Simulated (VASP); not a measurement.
# PtSe2 (Sudovikovite) (P-3m1) in VASP: a series of runs, part 2 of 2

VASP 6.6.1.

## Step 3: Single point, LDA

This run uses another cell than the first one, of 20.67 Å³/atom, 0.981 times its volume.

INCAR

```
SYSTEM = PtSe2
ALGO     = Normal         ! electronic algorithm
EDIFF    = 1E-6           ! SCF threshold, eV
ENCUT    = 520            ! plane-wave cutoff, eV
GGA      = CA             ! functional
ISIF     = 2              ! what is computed and relaxed
ISMEAR   = -1             ! smearing method
LASPH    = .True.         ! aspherical terms in the spheres
LCHARG   = .True.         ! write CHGCAR
LELF     = .True.         ! ELF
LREAL    = .False.        ! projectors in reciprocal space
LVHAR    = .True.       
LWAVE    = .False.        ! write WAVECAR
NBANDS   = 18             ! bands
NELM     = 100            ! most SCF steps
PREC     = Accurate       ! precision mode
SIGMA    = 0.05           ! smearing width, eV
```

KPOINTS

```
k-points
0
Gamma
  8 8 5
  0 0 0
```

POSCAR

```
PtSe2
1.0
    3.7486629704      0.0000000000      0.0000000000
   -1.8743314852      3.2464373626      0.0000000000
    0.0000000000      0.0000000000      5.0955241558
Pt Se
1 2
Direct
    0.0000000000      0.0000000000      0.0000000000
    0.6666666667      0.3333333333      0.7500000000
    0.3333333333      0.6666666667      0.2500000000
```

Potentials or basis: VASP PAW LDA potentials, release 64 (Pt, Se).

Run with:

```sh
$ cat potpaw_LDA.64/Pt/POTCAR potpaw_LDA.64/Se/POTCAR > POTCAR
$ mpirun -np 1 vasp_std > vasp.out
```

OUTCAR:

```text
SYSTEM = PtSe2
   EDIFF = 1E-6
   ENCUT = 520
   GGA = CA
   ISIF = 2
   ISMEAR = -1
   LASPH = .True.
   LREAL = .False.
   NELM = 100
   PREC = Accurate

 ion  position               nearest neighbor table
   1  0.000  0.000  0.000-   2 2.51   3 2.51   2 2.51   3 2.51   2 2.51   3 2.51
   2  0.667  0.333  0.750-   1 2.51   1 2.51   1 2.51
   3  0.333  0.667  0.250-   1 2.51   1 2.51   1 2.51

  LATTYP: Found a hexagonal cell.
 ALAT       =     3.7486629704
 C/A-ratio  =     1.3592910849

  Lattice vectors:

 A1 = (   3.7486629704,   0.0000000000,   0.0000000000)
 A2 = (  -1.8743314852,   3.2464373626,   0.0000000000)
 A3 = (   0.0000000000,   0.0000000000,   5.0955241558)

Analysis of symmetry for initial positions (statically):
=====================================================================
 Subroutine PRICEL returns:
 Original cell was already a primitive cell.

 Routine SETGRP: Setting up the symmetry group for a
 hexagonal supercell.

 Subroutine GETGRP returns: Found 12 space group operations
[... 160 lines left out ...]
  ext. energy  EPLUGINS =         0.00000000
  ---------------------------------------------------
  free energy    TOTEN  =       -17.05129772 eV

  energy without entropy =      -17.04492455  energy(sigma->0) =      -17.04811113

 E-fermi :   6.2389     XC(G=0): -10.8066

 val. band max:        6.1276084834   @ k =   0.1250   0.0000   0.0000
 cond. band min:       6.2718439008   @ k =   0.0000   0.1250   0.2000
 fundamental gap:      0.1442354174
 Fermi energy:         6.2389225667

 k-point     1 :       0.0000    0.0000    0.0000
  band No.  band energies     occupation
      1      -9.3128      2.00000
      2      -6.6049      2.00000
      3      -0.8024      2.00000
      4      -0.1121      2.00000
      5      -0.1121      2.00000
      6       2.3254      2.00000
[... 481 lines left out ...]
      5       0.5639      2.00000
      6       1.3502      2.00000
[... 10 lines left out ...]
     17      14.5946      0.00000
     18      15.1544      0.00000

 [... further k-points ...]
[... 5 lines left out ...]
  --------------------------------------------------------------------------------------
  -------------------------------------------------------------------------------------
  Total       -0.9758158     -0.9758158     -1.0698112      0.0000000      0.0000000      0.0000000
  in kB      -25.2119337    -25.2119337    -27.6404695      0.0000000      0.0000000      0.0000000
  external PRESSURE =     -26.0214456 kB  Pullay stress =       0.0000000 kB

 VOLUME and BASIS-vectors are now :
 -----------------------------------------------------------------------------
  energy-cutoff  :      520.00
  volume of cell :       62.01
      direct lattice vectors                 reciprocal lattice vectors
     3.748662970  0.000000000  0.000000000     0.266761778  0.154014984  0.000000000
    -1.874331485  3.246437363  0.000000000     0.000000000  0.308029969  0.000000000
     0.000000000  0.000000000  5.095524156     0.000000000  0.000000000  0.196250664

 POSITION                                       TOTAL-FORCE (eV/Angst)
 -----------------------------------------------------------------------------------
      0.00000      0.00000      0.00000        -0.000000      0.000000      0.000000
      1.87433      1.08215      3.82164         0.000000      0.000000     -0.007077
     -0.00000      2.16429      1.27388        -0.000000      0.000000      0.007077
 -----------------------------------------------------------------------------------
    total drift:                               -0.000000     -0.000000     -0.000000

  FREE ENERGIE OF THE ION-ELECTRON SYSTEM (eV)
  ---------------------------------------------------
  free  energy   TOTEN  =       -17.0512977202 eV

  energy  without entropy=      -17.0449245478  energy(sigma->0) =      -17.04811113
```

OSZICAR:

```text
N       E                     dE             d eps       ncg     rms          rms(c)
DAV:   1     0.107166180670E+03    0.10717E+03   -0.10040E+04  1456   0.107E+03
DAV:   2    -0.125246746084E+02   -0.11969E+03   -0.11563E+03  1746   0.211E+02
DAV:   3    -0.178607209648E+02   -0.53360E+01   -0.52948E+01  1734   0.439E+01
DAV:   4    -0.179041714806E+02   -0.43451E-01   -0.43426E-01  1792   0.430E+00
DAV:   5    -0.179046078060E+02   -0.43633E-03   -0.43631E-03  1734   0.426E-01    0.127E+01
DAV:   6    -0.173084307425E+02    0.59618E+00   -0.42516E+00  1494   0.185E+01    0.775E+00
DAV:   7    -0.170841147593E+02    0.22432E+00   -0.85554E-01  1486   0.901E+00    0.378E+00
DAV:   8    -0.170538255244E+02    0.30289E-01   -0.56528E-02  1588   0.167E+00    0.799E-01
DAV:   9    -0.170513161335E+02    0.25094E-02   -0.56592E-03  1612   0.675E-01    0.211E-01
DAV:  10    -0.170513086426E+02    0.74909E-05   -0.94185E-04  1620   0.196E-01    0.394E-02
DAV:  11    -0.170512984768E+02    0.10166E-04   -0.55723E-05  1632   0.663E-02    0.225E-02
DAV:  12    -0.170512977202E+02    0.75659E-06   -0.48467E-06  1610   0.143E-02
   1 F= -.17051298E+02 E0= -.17048111E+02  d E =-.637317E-02
```

It took 33 s on 1 thread of AMD EPYC 9R14 (Zen 4), shared host; peak memory 0.15 GiB.

What came out:

- Free energy: -17.0513 eV
- Pressure: -2.6 GPa
- Largest force: 0.007 eV/Å
- Band gap on the k mesh: none (metal or under the smearing width)

Forces on the atoms (eV/Å):
```
Pt   0.000  0.000  0.000
Se   0.000  0.000 -0.007
Se   0.000  0.000  0.007
```

Stress tensor (GPa, compression positive):
```
-2.52  0.00  0.00
 0.00 -2.52  0.00
 0.00  0.00 -2.76
```

Spin-orbit coupling is left out, which matters for the levels of Pt.
